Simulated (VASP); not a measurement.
# NiO (Fm-3m) in VASP: a series of runs

The runs below take NiO through band structure, with SCAN, rSCAN, TPSS, PBE.

Program: VASP 6.6.1. These are calculated values, not measurements. Logs are shortened: lines on timing, memory, paths and dates and some standing lists are left out, and cuts for length are marked.

**Experimental background.**

“Local correlations, non-local screening, multiplets, and band formation in NiO”, 2012, arxiv:1210.6675 quotes, for a bulk crystal of NiO: band gap 4.3 eV.

The runs below are set against these values where they give the same quantity.

**1. The structure**

Symmetry: Fm-3m, No. 225, cubic system. The conventional cell has a = 4.172 Å, b = 4.172 Å, c = 4.172 Å, α = 90.00°, β = 90.00°, γ = 90.00°. Around Ni (site symmetry m-3m) lie 6 O at 2.09 Å. O (site symmetry m-3m) has 6 Ni at 2.09 Å as nearest neighbours.

**2. Band structure, SCAN, collinear spin, ferromagnetic start**

The input, INCAR:

```
PREC = Accurate
ENCUT = 520
EDIFF = 1E-6
ISMEAR = -1
SIGMA = 0.05
LREAL = F
LASPH = T
NELM = 100
ALGO = Normal
ISIF = 2
LWAVE = F
LCHARG = F
ISPIN = 2
MAGMOM = 1 0
LORBIT = 11
LMAXMIX = 4
METAGGA = SCAN
LMIXTAU = T
```

The input, KPOINTS:

```
regular mesh
0
Gamma
  11 11 11
```

The input, POSCAR:

```
NiO
1.0
    0.0000000000      2.0859016414      2.0859016414
    2.0859016414      0.0000000000      2.0859016414
    2.0859016414      2.0859016414      0.0000000000
Ni O
1 1
Direct
    0.0000000000      0.0000000000      0.0000000000
    0.5000000000      0.5000000000      0.5000000000
```

The input, KPOINTS_OPT:

```
path GXWKGLUWLK,UX
10
line-mode
reciprocal
 0.0000000000  0.0000000000  0.0000000000  G
 0.5000000000  0.0000000000  0.5000000000  X

 0.5000000000  0.0000000000  0.5000000000  X
 0.5000000000  0.2500000000  0.7500000000  W

 0.5000000000  0.2500000000  0.7500000000  W
 0.3750000000  0.3750000000  0.7500000000  K

 0.3750000000  0.3750000000  0.7500000000  K
 0.0000000000  0.0000000000  0.0000000000  G

 0.0000000000  0.0000000000  0.0000000000  G
 0.5000000000  0.5000000000  0.5000000000  L

 0.5000000000  0.5000000000  0.5000000000  L
 0.6250000000  0.2500000000  0.6250000000  U

 0.6250000000  0.2500000000  0.6250000000  U
 0.5000000000  0.2500000000  0.7500000000  W

 0.5000000000  0.2500000000  0.7500000000  W
 0.5000000000  0.5000000000  0.5000000000  L

 0.5000000000  0.5000000000  0.5000000000  L
 0.3750000000  0.3750000000  0.7500000000  K

 0.6250000000  0.2500000000  0.6250000000  U
 0.5000000000  0.0000000000  0.5000000000  X
```

Potentials or basis: VASP PAW PBE potentials, release 64 (Ni, O).

Launch:

```bash
cat potpaw_PBE.64/Ni/POTCAR potpaw_PBE.64/O/POTCAR > POTCAR
mpirun -np 1 vasp_std > vasp.out
```

OUTCAR:

```text
PREC = Accurate
   ENCUT = 520
   EDIFF = 1E-6
   ISMEAR = -1
   LREAL = F
   LASPH = T
   NELM = 100
   ISIF = 2
   ISPIN = 2
   LORBIT = 11
   METAGGA = SCAN

 ion  position               nearest neighbor table
   1  0.000  0.000  0.000-   2 2.09   2 2.09   2 2.09   2 2.09   2 2.09   2 2.09
   2  0.500  0.500  0.500-   1 2.09   1 2.09   1 2.09   1 2.09   1 2.09   1 2.09

  LATTYP: Found a face centered cubic cell.
 ALAT       =     4.1718032828

  Lattice vectors:

 A1 = (   0.0000000000,   2.0859016414,   2.0859016414)
 A2 = (   2.0859016414,   0.0000000000,   2.0859016414)
 A3 = (   2.0859016414,   2.0859016414,   0.0000000000)

Analysis of symmetry for initial positions (statically):
=====================================================================
 Subroutine PRICEL returns:
 Original cell was already a primitive cell.

 Routine SETGRP: Setting up the symmetry group for a
 face centered cubic supercell.

 Subroutine GETGRP returns: Found 48 space group operations
 (whereof 48 operations were pure point group operations)
 out of a pool of 48 trial point group operations.

The static configuration has the point symmetry O_h .

Analysis of symmetry for dynamics (positions and initial velocities):
=====================================================================
 Subroutine PRICEL returns:
 Original cell was already a primitive cell.

 Routine SETGRP: Setting up the symmetry group for a
 face centered cubic supercell.

 Subroutine GETGRP returns: Found 48 space group operations
 (whereof 48 operations were pure point group operations)
 out of a pool of 48 trial point group operations.

The dynamic configuration has the point symmetry O_h .

Analysis of structural, dynamic, and magnetic symmetry:
=====================================================================
 Subroutine PRICEL returns:
 Original cell was already a primitive cell.

 Routine SETGRP: Setting up the symmetry group for a
 face centered cubic supercell.

 Subroutine GETGRP returns: Found 48 space group operations
 (whereof 48 operations were pure point group operations)
 out of a pool of 48 trial point group operations.

The overall configuration has the point symmetry O_h .

 Subroutine INISYM returns: Found 48 space group operations
 (whereof 48 operations are pure point group operations),
 and found     1 'primitive' translations

----------------------------------------------------------------------------------------

                                     Primitive cell

  volume of cell :      18.1515

  direct lattice vectors                    reciprocal lattice vectors
     0.000000000  2.085901641  2.085901641    -0.239704495  0.239704495  0.239704495
     2.085901641  0.000000000  2.085901641     0.239704495 -0.239704495  0.239704495
     2.085901641  2.085901641  0.000000000     0.239704495  0.239704495 -0.239704495

  length of vectors
     2.949910391  2.949910391  2.949910391     0.415180364  0.415180364  0.415180364

  position of ions in fractional coordinates (direct lattice)
     0.000000000  0.000000000  0.000000000
     0.500000000  0.500000000  0.500000000

  ion indices of the primitive-cell ions
   primitive index   ion index
                 1           1
                 2           2

----------------------------------------------------------------------------------------

 KPOINTS: regular mesh

Automatic generation of k-mesh.
 Grid dimensions read from file:
 generate k-points for:   11   11   11

 Generating k-lattice:

  Cartesian coordinates                     Fractional coordinates (reciprocal lattice)
    -0.021791318  0.021791318  0.021791318     0.090909091  0.000000000  0.000000000
     0.021791318 -0.021791318  0.021791318     0.000000000  0.090909091  0.000000000
     0.021791318  0.021791318 -0.021791318     0.000000000  0.000000000  0.090909091

  Length of vectors
     0.037743669  0.037743669  0.037743669

  Shift w.r.t. Gamma in fractional coordinates (k-lattice)
     0.000000000  0.000000000  0.000000000

 Subroutine IBZKPT returns following result:
 ===========================================

 Found     56 irreducible k-points:

 Following reciprocal coordinates:
            Coordinates               Weight
  0.000000  0.000000  0.000000      1.000000
  0.090909  0.000000  0.000000      8.000000
  0.181818  0.000000  0.000000      8.000000
  0.272727  0.000000  0.000000      8.000000
  0.363636  0.000000  0.000000      8.000000
  0.454545  0.000000  0.000000      8.000000
[... 16 lines left out ...]
 -0.272727  0.181818  0.000000     24.000000
 -0.181818  0.181818  0.000000     12.000000
 [... further k-points ...]
   k-points           NKPTS =     56   k-points in BZ     NKDIM =     56   number of bands    NBANDS=     13
   number of dos      NEDOS =    301   number of ions     NIONS =      2
   total plane-waves  NPLWV =  13824
   dimension x,y,z NGX =    24 NGY =   24 NGZ =   24
   dimension x,y,z NGXF=    48 NGYF=   48 NGZF=   48
   ions per type =               1   1
   NGX,Y,Z   is equivalent  to a cutoff of  13.53, 13.53, 13.53 a.u.
   NGXF,Y,Z  is equivalent  to a cutoff of  27.05, 27.05, 27.05 a.u.
 SYSTEM =  unknown system
   PREC   = accura    normal or accurate (medium, high low for compatibility)
   ISTART =      0    job   : 0-new  1-cont  2-samecut
   ICHARG =      2    charge: 1-file 2-atom 10-const
   ISPIN  =      2    spin polarized calculation?
   LNONCOLLINEAR =      F non collinear calculations
   LSORBIT =      F    spin-orbit coupling
   LASPH  =      T    aspherical Exc in radial PAW
   ENCUT  =  520.0 eV  38.22 Ry    6.18 a.u.   5.48  5.48  5.48*2*pi/ulx,y,z
   NELM   =    100;   NELMIN=  2; NELMDL= -5     # of ELM steps
   EDIFF  = 0.1E-05   stopping-criterion for ELM
   LREAL  =      F    real-space projection
   EDIFFG = 0.1E-04   stopping-criterion for IOM
   NSW    =      0    number of steps for IOM
   IBRION =     -1    ionic relax: 0-MD 1-quasi-New 2-CG
   NFREE  =      0    steps in history (QN), initial steepest desc. (CG)
   ISIF   =      2    stress and relaxation
   ISYM   =      2    0-nonsym 1-usesym 2-fastsym
   POTIM  = 0.5000    time-step for ionic-motion
   TEBEG  =    0.0;   TEEND  =   0.0 temperature during run
   PSTRESS=    0.0 pullay stress
   NELECT =      16.0000    total number of electrons
   NUPDOWN=      -1.0000    fix difference up-down
   EMIN   =  10.00;   EMAX   =-10.00  energy-range for DOS
   EFERMI =   0.00;   METHOD = LEGACY
   ISMEAR =    -1;   SIGMA  =   0.05  broadening in eV -4-tet -1-fermi 0-gaus
   EFERMI_NEDOS =   21; number of points for ismear=-14 and -15
   IALGO  =     38    algorithm
   IMIX   =      4    mixing-type and parameters
     AMIX     =   0.40;   BMIX     =  1.00
     AMIX_MAG =   1.60;   BMIX_MAG =  1.00
  volume/ion in A,a.u.               =       9.08        61.25
  Fermi-wavevector in a.u.,A,eV,Ry     =   1.569680  2.966264 33.523312  2.463894
  Thomas-Fermi vector in A             =   2.671526
   LORBIT       =     11    0 simple, 1 ext, 2 COOP (PROOUT), +10 PAW based schemes
   METAGGA = SCAN    functional components
   LHFCALC =     F    Hartree Fock is set to
   AEXX    =    0.0000 exact exchange contribution
   IVDW    =     0    specifies the selected vdW correction
   LEPSILON=     F    determine dielectric tensor
   LRPA    =     F    only Hartree local field effects (RPA)
 spin polarized calculation
  energy-cutoff  :      520.00
  volume of cell :       18.15
 maximum number of plane-waves:       531
 NGX is ok and might be reduce to    24
   NGX = 11   NGY = 11   NGZ = 11

 number of electron      16.0000001 magnetization       1.9999936

 Free energy of the ion-electron system (eV)
  ---------------------------------------------------
  ext. energy  EPLUGINS =         0.00000000
  ---------------------------------------------------
  free energy    TOTEN  =       -24.85047653 eV

  energy without entropy =      -24.85047547  energy(sigma->0) =      -24.85047600

 E-fermi :   8.0299     XC(G=0): -13.4453

 val. band max:        7.5190456429   @ k =   0.4545   0.0000   0.0000
 cond. band min:       8.4421587151   @ k =   0.0000   0.0000   0.0000
 fundamental gap:      0.9231130722
 Fermi energy:         8.0299276942

 spin component 1

 k-point     1 :       0.0000    0.0000    0.0000
  band No.  band energies     occupation
      1     -13.6089      1.00000
      2       3.4760      1.00000
      3       3.4778      1.00000
      4       4.4262      1.00000
      5       4.4282      1.00000
      6       4.4284      1.00000
      7       4.7715      1.00000
      8       4.7716      1.00000
      9       4.7717      1.00000
     10       9.6609      0.00000
     11      26.3806      0.00000
     12      27.2886      0.00000
     13      27.2899      0.00000

 k-point     2 :       0.0909    0.0000    0.0000
  band No.  band energies     occupation
      1     -13.5159      1.00000
      2       3.0927      1.00000
      3       3.0941      1.00000
      4       3.7256      1.00000
      5       4.4006      1.00000
      6       4.4018      1.00000
      7       4.9179      1.00000
      8       5.2633      1.00000
      9       5.2637      1.00000
     10      10.2637      0.00000
     11      24.3809      0.00000
[... 339 lines left out ...]
 k-point    24 :      -0.1818    0.1818    0.0000
  band No.  band energies     occupation
      1     -12.7974      1.00000
      2       0.8458      1.00000
      3       1.5996      1.00000
      4       2.6806      1.00000
      5       4.2073      1.00000
      6       4.7358      1.00000
      7       5.5030      1.00000
      8       5.7278      1.00000
      9       7.1552      1.00000
     10      13.5251      0.00000
     11      20.5349      0.00000
     12      21.5006      0.00000
     13      24.7319      0.00000

 [... further k-points ...]

 spin component 2

 k-point     1 :       0.0000    0.0000    0.0000
  band No.  band energies     occupation
      1     -13.1173      1.00000
      2       5.1231      1.00000
      3       5.1286      1.00000
      4       5.1446      1.00000
      5       5.4240      1.00000
      6       5.4247      1.00000
      7       5.4250      1.00000
      8       8.4422      0.00026
      9       8.4662      0.00016
     10      10.2534      0.00000
     11      26.4571      0.00000
     12      27.5266      0.00000
     13      27.5301      0.00000

 k-point     2 :       0.0909    0.0000    0.0000
  band No.  band energies     occupation
      1     -13.0203      1.00000
      2       4.3527      1.00000
      3       4.8694      1.00000
      4       4.8762      1.00000
      5       5.4744      1.00000
      6       5.4816      1.00000
      7       5.6180      1.00000
      8       8.7507      0.00000
      9       8.7736      0.00000
     10      10.8773      0.00000
     11      24.5880      0.00000
[... 339 lines left out ...]
 k-point    24 :      -0.1818    0.1818    0.0000
  band No.  band energies     occupation
      1     -12.2628      1.00000
      2       1.6831      1.00000
      3       3.2388      1.00000
      4       3.7613      1.00000
      5       5.4546      1.00000
      6       6.1242      1.00000
      7       6.4654      1.00000
      8       9.0491      0.00000
      9      10.8184      0.00000
     10      14.2429      0.00000
     11      20.8521      0.00000
     12      22.1132      0.00000
     13      25.4179      0.00000

 [... further k-points ...]

------------------------ aborting loop because EDIFF is reached ----------------------------------------

  FORCE on cell =-STRESS in cart. coord.  units (eV):
  Direction    XX          YY          ZZ          XY          YZ          ZX
  --------------------------------------------------------------------------------------
  -------------------------------------------------------------------------------------
  Total        0.2064025      0.2064025      0.2064025     -0.0000000      0.0000000      0.0000000
  in kB       18.2185594     18.2185594     18.2185594     -0.0000000      0.0000000      0.0000000
  external PRESSURE =      18.2185594 kB  Pullay stress =       0.0000000 kB

 VOLUME and BASIS-vectors are now :
 -----------------------------------------------------------------------------
  energy-cutoff  :      520.00
  volume of cell :       18.15
      direct lattice vectors                 reciprocal lattice vectors
     0.000000000  2.085901641  2.085901641    -0.239704495  0.239704495  0.239704495
     2.085901641  0.000000000  2.085901641     0.239704495 -0.239704495  0.239704495
     2.085901641  2.085901641  0.000000000     0.239704495  0.239704495 -0.239704495

 POSITION                                       TOTAL-FORCE (eV/Angst)
 -----------------------------------------------------------------------------------
      0.00000      0.00000      0.00000         0.000000      0.000000      0.000000
      2.08590      2.08590      2.08590        -0.000000     -0.000000     -0.000000
 -----------------------------------------------------------------------------------
    total drift:                                0.000000     -0.000000     -0.000000

  FREE ENERGIE OF THE ION-ELECTRON SYSTEM (eV)
  ---------------------------------------------------
  free  energy   TOTEN  =       -24.8504765256 eV

  energy  without entropy=      -24.8504754679  energy(sigma->0) =      -24.85047600

 total charge

# of ion       s       p       d       tot
------------------------------------------
    1        0.341   0.423   8.166   8.931
    2        1.560   3.501   0.000   5.061
--------------------------------------------------
tot          1.901   3.924   8.166  13.992

 magnetization (x)

# of ion       s       p       d       tot
------------------------------------------
    1        0.012   0.012   1.679   1.703
    2        0.028   0.235   0.000   0.263
--------------------------------------------------
tot          0.041   0.246   1.679   1.966
```

It took 2.4 min on 1 thread of Intel Xeon Platinum 8488C (Sapphire Rapids), shared host; peak memory 0.18 GiB.

What came out:

```
Free energy                                           : -24.8505 eV
Pressure                                              : 1.8 GPa
Band gap on the k mesh                                : 0.92 eV, indirect (least direct gap 1.89 eV)
Band gap along the path                               : 0.89 eV, indirect (least direct gap 1.82 eV)
Net moment                                            : 2.00 μB per cell
Site moments                                          : Ni +1.70; O +0.26 μB
Valence electrons inside the program's atomic spheres : Ni 8.93; O 5.06
```

Levels at the corners of the path, in eV from the valence-band top:
Spin up:
```
point  band 5  band 6  band 7  band 8  band 9  band 10  band 11  band 12  band 13
    Γ   -3.13   -3.13   -2.78   -2.78   -2.78     2.10    18.82    19.73    19.73
    X   -3.91   -3.78   -3.20   -2.20   -2.19     6.64    11.65    12.82    17.71
    X   -3.91   -3.78   -3.20   -2.20   -2.19     6.64    11.65    12.82    17.71
    W   -3.34   -2.31   -2.30   -2.19   -1.80     9.12    11.58    11.58    14.25
    W   -3.34   -2.31   -2.30   -2.19   -1.80     9.12    11.58    11.58    14.25
    K   -3.28   -2.41   -2.31   -2.01   -1.63     8.38    11.10    11.51    16.80
    K   -3.28   -2.41   -2.31   -2.01   -1.63     8.38    11.10    11.51    16.80
    Γ   -3.13   -3.13   -2.78   -2.78   -2.78     2.10    18.82    19.73    19.73
    Γ   -3.13   -3.13   -2.78   -2.78   -2.78     2.10    18.82    19.73    19.73
    L   -2.54   -2.53   -1.85    0.00    0.00     6.31    10.89    14.79    14.79
    L   -2.54   -2.53   -1.85    0.00    0.00     6.31    10.89    14.79    14.79
    U   -3.28   -2.41   -2.31   -2.02   -1.63     8.38    11.10    11.51    16.80
    U   -3.28   -2.41   -2.31   -2.02   -1.63     8.38    11.10    11.51    16.80
    W   -3.34   -2.31   -2.30   -2.19   -1.80     9.12    11.58    11.58    14.25
    W   -3.34   -2.31   -2.30   -2.19   -1.80     9.12    11.58    11.58    14.25
    L   -2.54   -2.53   -1.85    0.00    0.00     6.31    10.89    14.79    14.79
    L   -2.54   -2.53   -1.85    0.00    0.00     6.31    10.89    14.79    14.79
    K   -3.28   -2.41   -2.31   -2.01   -1.63     8.38    11.10    11.51    16.80
    U   -3.28   -2.41   -2.31   -2.02   -1.63     8.38    11.10    11.51    16.80
    X   -3.91   -3.78   -3.20   -2.20   -2.19     6.64    11.65    12.82    17.71
```
Spin down:
| point | band 5 | band 6 | band 7 | band 8 | band 9 | band 10 |
| --- | --- | --- | --- | --- | --- | --- |
| Γ | -2.13 | -2.13 | -2.13 | 0.89 | 0.91 | 2.70 |
| X | -3.29 | -1.44 | -1.41 | 1.38 | 1.95 | 7.37 |
| X | -3.29 | -1.44 | -1.41 | 1.38 | 1.95 | 7.37 |
| W | -1.57 | -1.56 | -1.44 | 1.82 | 2.46 | 10.02 |
| W | -1.57 | -1.56 | -1.44 | 1.82 | 2.46 | 10.02 |
| K | -2.04 | -1.56 | -1.26 | 2.05 | 2.48 | 9.09 |
| K | -2.04 | -1.56 | -1.26 | 2.05 | 2.48 | 9.09 |
| Γ | -2.13 | -2.13 | -2.13 | 0.89 | 0.91 | 2.70 |
| Γ | -2.13 | -2.13 | -2.13 | 0.89 | 0.91 | 2.70 |
| L | -1.46 | -1.44 | -1.08 | 3.68 | 3.70 | 6.62 |
| L | -1.46 | -1.44 | -1.08 | 3.68 | 3.70 | 6.62 |
| U | -2.05 | -1.55 | -1.25 | 2.04 | 2.49 | 9.09 |
| U | -2.05 | -1.55 | -1.25 | 2.04 | 2.49 | 9.09 |
| W | -1.57 | -1.56 | -1.44 | 1.82 | 2.46 | 10.02 |
| W | -1.57 | -1.56 | -1.44 | 1.82 | 2.46 | 10.02 |
| L | -1.46 | -1.44 | -1.08 | 3.68 | 3.70 | 6.62 |
| L | -1.46 | -1.44 | -1.08 | 3.68 | 3.70 | 6.62 |
| K | -2.04 | -1.56 | -1.26 | 2.05 | 2.48 | 9.09 |
| U | -2.05 | -1.55 | -1.25 | 2.04 | 2.49 | 9.09 |
| X | -3.29 | -1.44 | -1.41 | 1.38 | 1.95 | 7.37 |

Caveat: the PAW data sets were made with another functional, which shifts forces and pressure a little; a cell with one magnetic atom can't hold antiferromagnetic order, which such compounds often take. SCAN opens gaps a little over a GGA but as a rule still falls short of measured ones.

(Part 1 of 4 ends here.)
